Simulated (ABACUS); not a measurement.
# C (Fd-3m) in ABACUS: notebook

One crystal, C, is run at these levels: AM05, PBEsol; tasks: single point, relaxation of cell and atoms.

All numbers are computed with ABACUS 3.10.1; they aren't measurements. Logs are shortened: lines on timing, memory, paths and dates and some standing lists are left out, and cuts for length are marked.

## 1. The structure

Symmetry: Fd-3m, No. 227, cubic system. The conventional cell has a = 3.567 Å, b = 3.567 Å, c = 3.567 Å, α = 90.00°, β = 90.00°, γ = 90.00°. C (site symmetry -43m) is surrounded by 4 C at 1.54 Å.

This isn't the form of C at room conditions, which is graphite.

## 2. Single point, AM05

INPUT reads:

```
INPUT_PARAMETERS
suffix              C
calculation         scf
basis_type          pw
pseudo_dir          ./
latname             fcc
symmetry            1
dft_functional      GGA_X_AM05+GGA_C_AM05
ecutwfc             82
pseudo_rcut         10
nspin               1
nbands              14
ks_solver           dav
smearing_method     fd
smearing_sigma      0.00367493
scf_thr             1e-08
scf_nmax            100
mixing_type         broyden
mixing_beta         0.7
cal_force           1
cal_stress          1
out_chg             1
kpar                4
```

STRU reads:

```
ATOMIC_SPECIES
C 12.0110 C.upf

LATTICE_CONSTANT
6.7401617577

ATOMIC_POSITIONS
Direct

C
0.0
2
0.2500000000 0.2500000000 0.2500000000 1 1 1
0.5000000000 0.5000000000 0.5000000000 1 1 1
```

KPT reads:

```
K_POINTS
0
Gamma
10 10 10 0 0 0
```

Potentials or basis: PseudoDojo NC SR 0.4 PBEsol stringent, plane waves.

The run is started by

```sh
$ OMP_NUM_THREADS=1 mpirun -np 4 abacus > log
```

running log:

```text
ABACUS v3.10.1

               Atomic-orbital Based Ab-initio Computation at UStc

 ------------------------------------------------------------------------------------

 READING GENERAL INFORMATION
                           global_out_dir = OUT.C/
                           global_in_card = INPUT
                               pseudo_dir = ./
                              orbital_dir =
                                    DSIZE = 4
                                    GSIZE = 1

 READING UNITCELL INFORMATION
                                    ntype = 1
                  lattice constant (Bohr) = 6.74016
              lattice constant (Angstrom) = 3.56674

 READING ATOM TYPE 1
                               atom label = C
                      L=0, number of zeta = 1
                      L=1, number of zeta = 1
                      L=2, number of zeta = 1
             number of atom for this type = 2

                        TOTAL ATOM NUMBER = 2
DIRECT COORDINATES
    atom                   x                   y                   z     mag                  vx                  vy                  vz
taud_C1            0.2500000000        0.2500000000        0.2500000000  0.0000        0.0000000000        0.0000000000        0.0000000000
taud_C2            0.5000000000        0.5000000000        0.5000000000  0.0000        0.0000000000        0.0000000000        0.0000000000

                          Volume (Bohr^3) = 76.551
                             Volume (A^3) = 11.3437

 Lattice vectors: (Cartesian coordinate: in unit of a_0)
                 -0.5                  +0                +0.5
                   +0                +0.5                +0.5
                 -0.5                +0.5                  +0
 Reciprocal vectors: (Cartesian coordinate: in unit of 2 pi/a_0)
                   -1                  -1                  +1
                   +1                  +1                  +1
                   -1                  +1                  -1
 The esolver type has been set to : ksdft_pw

                PAO radial cut off (Bohr) = 10

 Read in pseudopotential file is C.upf
                     pseudopotential type = NC
          exchange-correlation functional = PBESOL
                 nonlocal core correction = 1
                        valence electrons = 4
                                     lmax = 1
                           number of zeta = 2
                     number of projectors = 4
                           L of projector = 0
                           L of projector = 0
                           L of projector = 1
[... 156 lines left out ...]
 projector 3 L=1
 projector 4 L=1
      TOTAL NUMBER OF NONLOCAL PROJECTORS = 16

 Init Non-Local PseudoPotential table :
 Init Non-Local-Pseudopotential done.

                                     npwx = 964

 Make real space PAO into reciprocal space.
       max mesh points in Pseudopotential = 1001
     dq(describe PAO in reciprocal space) = 0.01
                                    max q = 1091

 number of pseudo atomic orbitals for C is 2
WARNING: norm of atomic wavefunction # 2 of atomic type C is 0.999989, renormalized

 -------------------------------------------
 SELF-CONSISTENT
 -------------------------------------------
                                 init_chg = atomic

 PW ALGORITHM --------------- ION=   1  ELEC=   1--------------------------------

 Density error is 0.114108197752
                          Error Threshold = 0.01
----------------------------------------------------------
     Energy           Rydberg                 eV
----------------------------------------------------------
 E_KohnSham     -23.9688620291       -326.1130981717
 E_Harris       -23.5134591289       -319.9170238425
 E_Fermi        1.1384280567         15.4891083345
----------------------------------------------------------
[... 51 lines left out ...]
 Density error is 4.44752946758e-11
                          Error Threshold = 7.38139393879e-10
----------------------------------------------------------
     Energy           Rydberg                 eV
----------------------------------------------------------
 E_KohnSham     -23.9759627612       -326.2097085886
 E_KS(sigma->0) -23.9759627612       -326.2097085886
 E_Harris       -23.9759591194       -326.2096590385
 E_band         2.5619277705         34.8568155439
 E_one_elec     8.2805018102         112.6620069180
 E_Hartree      1.8914790616         25.7348928849
 E_xc           -8.5732551298        -116.6451201736
 E_Ewald        -25.5746885031       -347.9614882179
 E_entropy(-TS) -0.0000000000        -0.0000000000
 E_descf        0.0000000000         0.0000000000
 E_exx          0.0000000000         0.0000000000
 E_Fermi        1.1837197496         16.1053334295
----------------------------------------------------------

 charge density convergence is achieved
 final etot is -326.20970859 eV
 EFERMI = 16.105333429 eV

 STATE ENERGY(eV) AND OCCUPATIONS    NSPIN == 1
 1/12 kpoint (Cartesian) = 0.0000 0.0000 0.0000 (941 pws)
       1       -8.17702     0.00200000
       2        13.3936     0.00200000
       3        13.3936     0.00200000
       4        13.3936     0.00200000
       5        18.9367    5.10826e-28
       6        18.9367    5.10826e-28
       7        18.9367    5.10826e-28
       8        26.7403        0.00000
       9        32.3960        0.00000
      10        40.1116        0.00000
      11        40.1116        0.00000
      12        40.7127        0.00000
      13        40.7127        0.00000
      14        40.7127        0.00000
[... 66 lines left out ...]
       1       -2.34520     0.00800000
       2      -0.111300     0.00800000
       3        10.5600     0.00800000
       4        10.5600     0.00800000
       5        21.8068    2.40291e-52
       6        21.8068    2.40291e-52
       7        22.2568    2.96700e-56
       8        28.9110        0.00000
       9        35.0891        0.00000
      10        37.3927        0.00000
      11        39.2571        0.00000
      12        39.2571        0.00000
      13        47.6054        0.00000
      14        47.6054        0.00000

[... levels at 6 further k points ...]

------------------------------------------------------------------------------------------
 TOTAL-FORCE (eV/Angstrom)
------------------------------------------------------------------------------------------
                        C1         0.0000000000         0.0000000000         0.0000000000
                        C2         0.0000000000         0.0000000000         0.0000000000
------------------------------------------------------------------------------------------

----------------------------------------------------------------
 TOTAL-STRESS (KBAR)
----------------------------------------------------------------
       -48.6487158375         0.0000000000         0.0000000000
         0.0000000000       -48.6487158375        -0.0000000000
         0.0000000000         0.0000000000       -48.6487158375
----------------------------------------------------------------
 TOTAL-PRESSURE: -48.648716 KBAR

 --------------------------------------------
 !FINAL_ETOT_IS -326.2097085886107948 eV
 --------------------------------------------
```

stdout:

```text
ABACUS
v3.10.1

               Atomic-orbital Based Ab-initio Computation at UStc

 dft_functional readin is: GGA_X_AM05+GGA_C_AM05
[... 28 lines left out ...]
 DA5     -3.26209708e+02  -1.87358948e-06   5.9051e-08   0.28
 DA6     -3.26209709e+02  -1.18914656e-07   4.4475e-11   0.22
----------------------------------------------------------------
 TOTAL-STRESS (KBAR)
----------------------------------------------------------------
       -48.6487158375         0.0000000000         0.0000000000
         0.0000000000       -48.6487158375        -0.0000000000
         0.0000000000         0.0000000000       -48.6487158375
----------------------------------------------------------------
 TOTAL-PRESSURE: -48.648716 KBAR
```

Run time: 2.1 s. Hardware: 4 MPI ranks of Intel Xeon Platinum 8559C (Emerald Rapids), shared host; peak memory 0.24 GiB.

Results:

| Property | Result |
| --- | --- |
| Free energy | -326.2097 eV |
| Pressure | -4.9 GPa |
| Band gap on the k mesh | 4.07 eV, indirect (least direct gap 5.54 eV) |

Levels at points of the mesh, in eV from the valence-band top:
| k point | band 1 | band 2 | band 3 | band 4 | band 5 | band 6 | band 7 | band 8 | band 9 |
| --- | --- | --- | --- | --- | --- | --- | --- | --- | --- |
| (0.00, 0.00, 0.00) | -21.57 | 0.00 | 0.00 | 0.00 | 5.54 | 5.54 | 5.54 | 13.35 | 19.00 |
| (0.50, 0.50, 0.50) | -15.74 | -13.50 | -2.83 | -2.83 | 8.41 | 8.41 | 8.86 | 15.52 | 21.70 |
| (0.50, 0.50, 0.00) | -12.82 | -12.82 | -6.37 | -6.37 | 4.65 | 4.65 | 16.79 | 16.79 | 23.11 |

Caveat: the potentials were made for another functional, which shifts forces and pressure.

## 3. Relaxation of cell and atoms, AM05

INPUT, as its differences from that of step 2:

```diff
@@ -2,3 +2,3 @@
 suffix              C
-calculation         scf
+calculation         cell-relax
 basis_type          pw
@@ -11,3 +11,3 @@
 nspin               1
-nbands              14
+nbands              8
 ks_solver           dav
@@ -21,3 +21,7 @@
 cal_stress          1
-out_chg             1
+relax_nmax          60
+force_thr_ev        0.005
+relax_method        cg
+out_stru            1
+stress_thr          0.2
 kpar                4
```

STRU is that of step 2.

KPT is that of step 2.

Potentials or basis: PseudoDojo NC SR 0.4 PBEsol stringent, plane waves.

The run is started by

```sh
$ OMP_NUM_THREADS=1 mpirun -np 4 abacus > log
```

Wall time 3.7 s (4 MPI ranks of Intel Xeon Platinum 8559C (Emerald Rapids), shared host); peak memory 0.36 GiB.

Results (log left out):

```
Free energy                            : -326.2116 eV
Relaxed volume                         : 5.61 Å³/atom
Relaxed cell                           : a = 2.513 Å, b = 2.513 Å, c = 2.513 Å, α = 60.00°, β = 60.00°, γ = 60.00°
Space group after relaxing (to 0.05 Å) : Fd-3m (No. 227)
Energy gained by relaxing              : 0.9 meV/atom
Ionic steps                            : 4
Pressure after relaxing                : 0.0 GPa
Band gap on the k mesh                 : 4.09 eV, indirect (least direct gap 5.57 eV)
```

Step by step:
| step | energy change (eV) | largest force (eV/Å) | pressure (GPa) | volume (Å³) |
| --- | --- | --- | --- | --- |
| 1 | 0.0000 | 0.0000 | -4.87 | 11.34 |
| 2 | 0.0017 | 0.0000 | 7.02 | 11.05 |
| 3 | -0.0019 | 0.0000 | -0.03 | 11.22 |
| 4 | -0.0019 | 0.0000 | -0.01 | 11.22 |

Final structure:
```cif
data_structure
_symmetry_space_group_name_H-M 'P 1'
_symmetry_Int_Tables_number 1
_cell_length_a 2.5129
_cell_length_b 2.5129
_cell_length_c 2.5129
_cell_angle_alpha 60.000
_cell_angle_beta 60.000
_cell_angle_gamma 60.000
_cell_volume 11.22
loop_
_atom_site_label
_atom_site_type_symbol
_atom_site_fract_x
_atom_site_fract_y
_atom_site_fract_z
_atom_site_occupancy
C1 C 0.25000 0.25000 0.25000 1
C2 C 0.50000 0.50000 0.50000 1
```

Levels at points of the mesh, in eV from the valence-band top:
```tsv
k point	band 1	band 2	band 3	band 4
(0.00, 0.00, 0.00)	-21.72	0.00	0.00	0.00
(0.50, 0.50, 0.50)	-15.82	-13.63	-2.86	-2.86
(0.50, 0.50, 0.00)	-12.90	-12.90	-6.44	-6.44
```

Caveat: the potentials were made for another functional, which shifts forces and pressure. As with any semilocal functional, this AM05 gap is likely too small.

## 4. Single point, PBEsol

INPUT reads:

```
INPUT_PARAMETERS
suffix              C
calculation         scf
basis_type          lcao
pseudo_dir          ./
orbital_dir         ./
symmetry            1
dft_functional      pbesol
ecutwfc             100
pseudo_rcut         10
nspin               1
nbands              14
ks_solver           genelpa
smearing_method     fd
smearing_sigma      0.00367493
scf_thr             1e-07
scf_nmax            100
mixing_type         broyden
mixing_beta         0.7
cal_force           1
cal_stress          1
out_mul             1
out_chg             1
```

STRU reads:

```
ATOMIC_SPECIES
C 12.0110 06_C_4_1.2_1.2_pbe_n_v1.0.upf

NUMERICAL_ORBITAL
C_confined-atom_6au_2s2p1d.orb

LATTICE_CONSTANT
4.7660140852

LATTICE_VECTORS
0.0000000000 0.7071067812 0.7071067812
0.7071067812 0.0000000000 0.7071067812
0.7071067812 0.7071067812 0.0000000000

ATOMIC_POSITIONS
Cartesian

C
0.0
2
1.0606601718 1.0606601718 1.0606601718 1 1 1
0.7071067812 0.7071067812 0.7071067812 1 1 1
```

KPT reads:

```
K_POINTS
0
Gamma
12 12 12 0 0 0
```

Potentials or basis: SPMS ONCV 1.0 PBE, DZP LCAO (the cutoffs set its grid).

The run is started by

```sh
$ OMP_NUM_THREADS=1 mpirun -np 4 abacus > log
```

running log:

```text
ABACUS v3.10.1

               Atomic-orbital Based Ab-initio Computation at UStc

 ------------------------------------------------------------------------------------

 READING GENERAL INFORMATION
                           global_out_dir = OUT.C/
                           global_in_card = INPUT
                               pseudo_dir = ./
                              orbital_dir = ./
                                    DSIZE = 4
                                    GSIZE = 1

 READING UNITCELL INFORMATION
                                    ntype = 1
                  lattice constant (Bohr) = 4.76601
              lattice constant (Angstrom) = 2.52207

[... 424 lines left out ...]
       8        29.5368        0.00000
       9        35.6277        0.00000
      10        38.8565        0.00000
      11        38.8565        0.00000
      12        41.5446        0.00000
      13        49.8791        0.00000
      14        49.8791        0.00000

[... levels at 66 further k points ...]

 correction force for each atom along direction 1 is 8.00054e-15
 correction force for each atom along direction 2 is 9.39006e-15
 correction force for each atom along direction 3 is 1.11716e-14
------------------------------------------------------------------------------------------
 TOTAL-FORCE (eV/Angstrom)
------------------------------------------------------------------------------------------
                        C1         0.0000000000         0.0000000000         0.0000000000
                        C2         0.0000000000         0.0000000000         0.0000000000
------------------------------------------------------------------------------------------

----------------------------------------------------------------
 TOTAL-STRESS (KBAR)
----------------------------------------------------------------
        -3.2726328783        -0.0000000000         0.0000000000
        -0.0000000000        -3.2726328783         0.0000000000
        -0.0000000000        -0.0000000000        -3.2726328783
----------------------------------------------------------------
 TOTAL-PRESSURE: -3.272633 KBAR

 --------------------------------------------
 !FINAL_ETOT_IS -326.5151917438827240 eV
 --------------------------------------------
```

mulliken.txt:

```text
 0
CALCULATE THE MULLIkEN ANALYSIS FOR EACH ATOM
 Total charge:	8
Decomposed Mulliken populations
[... 38 lines left out ...]
px                                     1              0.0284
py                                     1              0.0045
SUM OVER M                                           -0.1308
SUM OVER M+Zeta                                       2.1549

dz^2                                   0              0.0666
dxz                                    0              0.0546
dyz                                    0              0.0488
dx^2-y^2                               0              0.0301
dxy                                    0              0.0730
SUM OVER M                                            0.2732
SUM OVER M+Zeta                                       0.2732

SUM OVER M+Zeta+L                                     4.0000

Total Charge on atom:                  C              4.0000
```

Wall time 2.5 s (4 MPI ranks of Intel Xeon 6975P-C (Granite Rapids), shared host); peak memory 0.36 GiB.

What came out:

```yaml
Free_energy: -326.5152 eV
Pressure: -0.3 GPa
Band_gap_on_the_k_mesh: 4.06 eV, indirect (least direct gap 5.55 eV)
```

Caveat: the atomic orbitals were generated for these runs and aren't a published set; the potentials were made for another functional, which shifts forces and pressure; the basis of atomic orbitals isn't converged, which shifts pressures, moduli and gaps. A k mesh can miss the band edges.

(Part 1 of 2 ends here.)
